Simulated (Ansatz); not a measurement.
## Polymorphs of MoH₂

Theory: DFT PBE, scalar-relativistic, plane waves, PAW in Ansatz. Settings: cutoff 420 eV, Γ-centred meshes spaced at most about 0.3 Å⁻¹, and about 0.25 Å⁻¹ or finer for metals (2π included), Gaussian smearing. No spin polarisation.

Energies over the elements count from the elements' standard structures at the same level (H₂ as a molecule), with no fitted energy shifts.

These are static total energies at zero pressure. Larger cells and other orderings weren't all tried, so the list isn't exhaustive. No dispersion correction is applied, so the spacing and binding between layers, chains or molecules are poorly described (P6_3/mmc), and this can change margins and order among such cells. With hydrogen, zero-point motion can shift formation energies by some tens of meV/atom.

Invented guesses were relaxed alike, and ends that match in structure were merged. ΔE counts from the first row. Coordination counts H atoms around Mo (those within 1.25 times the shortest such distance or 1.15 times the sum of covalent radii; a plus sign parts nearer from farther groups). The ends were matched against large subsets of the Crystallography Open Database and the Materials Project, so a missing match doesn't prove that a structure is unreported.

| # | reached from | type and space group | atoms | Å³/atom | coordination | ΔE (meV/atom) | gap on mesh (eV) | in databases | checks |
| --- | --- | --- | --- | --- | --- | --- | --- | --- | --- |
| 1 | VH2 type (Fm-3m) | fluorite, Fm-3m (No. 225) | 3 | 7.1 | Mo 8 | 0 | 0.00 | no match | no imaginary mode at Γ (other wave vectors untested) |
| 2 | Cu2Se type (F-43m) | F-43m (No. 216) | 3 | 6.8 | Mo 4+6 | 169 | 0.00 | no match | - |
| 3 | CsO2 type (I4/mmm) | I4/mmm (No. 139) | 3 | 6.9 | Mo 2+8 | 293 | 0.00 | no match | - |
| 4 | random cell | P6_3/mmc (No. 194) | 6 | 12.2 | Mo 6 | 312 | 0.00 | no match | - |
| 5 | ScB2 type (P6/mmm) | AlB2, P6/mmm (No. 191) | 3 | 6.9 | Mo 12 | 553 | 0.00 | no match | - |
| 6 | FeSi2 type (P4/mmm) | P4/mmm (No. 123) | 3 | 8.5 | Mo 8 | 585 | 0.00 | no match | - |
| 7 | TbFe2 type (Fd-3m) | cubic Laves (C15), Fd-3m (No. 227) | 6 | 8.0 | Mo 12 | 698 | 0.00 | no match | - |

The lowest: Space group Fm-3m (No. 225), cubic, a = 4.410 Å. Around H lie 4 Mo at 1.91 Å and 6 H at 2.21 Å; Mo has 8 H at 1.91 Å. Its energy over the elements is +0.07 eV/atom. A positive value: parting into the elements would lower its energy. An observed structure of this formula, if there is one, may be missing.

```
H Mo
1.0
     0.00000    2.20509    2.20509
     2.20509    0.00000    2.20509
     2.20509    2.20509    0.00000
H Mo
2 1
Direct
  0.75000 0.75000 0.75000
  0.25000 0.25000 0.25000
  0.00000 0.00000 0.00000
```

The second: Space group F-43m (No. 216), cubic, a = 4.335 Å. H on its first site has 4 H at 1.88 Å and 4 Mo at 1.88 Å; H on its second site has 4 H at 1.88 Å and 6 Mo at 2.17 Å; Mo has 4 H at 1.88 Å and 6 H at 2.17 Å. Counting H atoms around Mo, the first has Mo 8 and the second has Mo 4+6. Shaken at random and relaxed again, row 1 came back. Shaken at random and relaxed again, row 4 came back. Cells without such a test can be saddle points. Some structure types and database cells were kept out of the candidates from the start, so a known form may be missing.
